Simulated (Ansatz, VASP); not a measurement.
# CaO in VASP and in Ansatz

```
CELL_PARAMETERS angstrom
3.91048 0.00000 0.00000
-1.95524 3.38658 0.00000
0.00000 0.00000 4.68716
ATOMIC_POSITIONS crystal
Ca 0.66667 0.33333 0.25000
Ca 0.33333 0.66667 0.75000
O 0.66667 0.33333 0.75000
O 0.33333 0.66667 0.25000
```

Change from the starting cell: volume scaled by 0.94.

Alike in both runs: task single point; functional PBE; k mesh 8 × 8 × 6; occupations fermi-dirac, width 0.05 eV; no spin polarisation.

```csv
,VASP,Ansatz
version,VASP 6.6.1,Ansatz 0.2.0
potentials or method,"VASP PAW PBE potentials, release 64 (Ca_sv, O)",Ansatz PAW
plane-wave cutoff (eV),520,420
valence electrons in the cell,32,32
```

Ansatz gave:

```
gap on the k mesh at the Fermi level (eV)       : 3.39
least direct gap on the mesh (eV)               : 3.39
pressure (GPa)                                  : 7.3
largest component of the traceless stress (GPa) : 0.78
```

Question: Which values does VASP return?

Answer: gap on the k mesh at the Fermi level (eV): 3.38; least direct gap on the mesh (eV): 3.38; pressure (GPa): 8.0; largest component of the traceless stress (GPa): 0.81.

Caveats: the pressure holds a Pulay correction of +0.4 GPa for the finite cutoff (Ansatz). A k mesh can miss the band edges.
